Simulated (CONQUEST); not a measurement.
Crystal: TiO2.

```
CELL_PARAMETERS angstrom
2.95921 0.00000 0.00000
0.00000 4.59984 0.00000
0.00000 0.00000 4.59984
ATOMIC_POSITIONS crystal
Ti 0.50000 0.00000 0.00000
Ti 0.00000 0.50000 0.50000
O 0.50000 0.30432 0.69568
O 0.00000 0.80432 0.80432
O 0.00000 0.19568 0.19568
O 0.50000 0.69568 0.30432
```

The cell is a database's computed one.

Program: CONQUEST 1.3. Alike in all runs: task single point; level PBE; no spin polarisation; cell as given; smearing fermi-dirac 0.05 eV.

Q: Order these runs on this cell by their pressure, lowest first.
A. potentials or basis PseudoDojo NC PBE, SZ, grid cutoff 150 Ha; k mesh 9 × 6 × 6
B. potentials or basis PseudoDojo NC PBE, SZP, grid cutoff 150 Ha; k mesh 7 × 4 × 4
C. potentials or basis PseudoDojo NC PBE, DZ, grid cutoff 150 Ha; k mesh 9 × 6 × 6

A: A (1.5 GPa), C (4.7 GPa), B (7.5 GPa).

Caveats: the atomic basis is small; the basis of atomic orbitals isn't converged, which shifts pressures, moduli and gaps.

Not every run made on this cell is shown here.
